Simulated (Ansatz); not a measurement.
Ti$_{3}$Al: do energies and stresses tell the same story?

These are results of Ansatz, DFT PBE, scalar-relativistic, plane waves, PAW, not measurements.

Settings: cutoff 420 eV, Γ-centred mesh 12×12×12 on the computed 4-atom cell, Gaussian smearing of 0.10 eV; collinear spin from starting moments 0.27 0.27 1.13 0 μB.

Relaxed cell: Fm-3m, a = 6.461 Å, b = 6.461 Å, c = 6.461 Å, α = 90.00°, β = 90.00°, γ = 90.00°, 4 atoms in the primitive cell. Whether it is the stable form of this composition wasn't checked.

Energies at zero smearing and pressures from the stress tensor, at volumes with shape and atoms relaxed:
| V (Å³/atom) | E − E(first) (meV/atom) | P (GPa) |
| --- | --- | --- |
| 14.836 | 0.00 | 17.57 |
| 15.341 | -46.63 | 12.18 |
| 15.847 | -77.45 | 7.52 |
| 16.353 | -94.55 | 3.49 |
| 16.859 | -99.77 | 0.00 |
| 17.364 | -94.73 | -3.02 |
| 17.870 | -80.86 | -5.64 |
| 18.545 | -50.63 | -8.59 |

Check P = −dE/dV between neighbouring volumes, and get the bulk modulus from the pressures alone.

With 1 eV/Å³ = 160.2 GPa:
```json
{"middle V (Å³/atom)": "15.089", "−ΔE/ΔV (GPa)": "14.770", "mean P (GPa)": "14.875"}
{"middle V (Å³/atom)": "15.594", "−ΔE/ΔV (GPa)": "9.766", "mean P (GPa)": "9.853"}
{"middle V (Å³/atom)": "16.100", "−ΔE/ΔV (GPa)": "5.416", "mean P (GPa)": "5.506"}
{"middle V (Å³/atom)": "16.606", "−ΔE/ΔV (GPa)": "1.652", "mean P (GPa)": "1.744"}
{"middle V (Å³/atom)": "17.112", "−ΔE/ΔV (GPa)": "-1.594", "mean P (GPa)": "-1.510"}
{"middle V (Å³/atom)": "17.617", "−ΔE/ΔV (GPa)": "-4.395", "mean P (GPa)": "-4.328"}
{"middle V (Å³/atom)": "18.207", "−ΔE/ΔV (GPa)": "-7.183", "mean P (GPa)": "-7.114"}
```

The two differ by 0.10 GPa at most. The mean of two end pressures misses the average over a step by about ΔV² P″/12, up to 0.06 GPa here; with that taken off 0.05 GPa remains. The stress is the derivative of the free energy, not of the energy at zero smearing, and with free energies 0.00 GPa remains. The largest site moment goes from 0.79 to 1.17 μB along the series, which bends P(V). Around V = 16.859 Å³/atom, the two neighbours give B = −V ΔP/ΔV = 16.859 × 6.51 / 1.012 = 108.5 GPa, against B0 = 108.1 GPa from the Birch–Murnaghan fit of the energies.

Only this magnetic start was tried.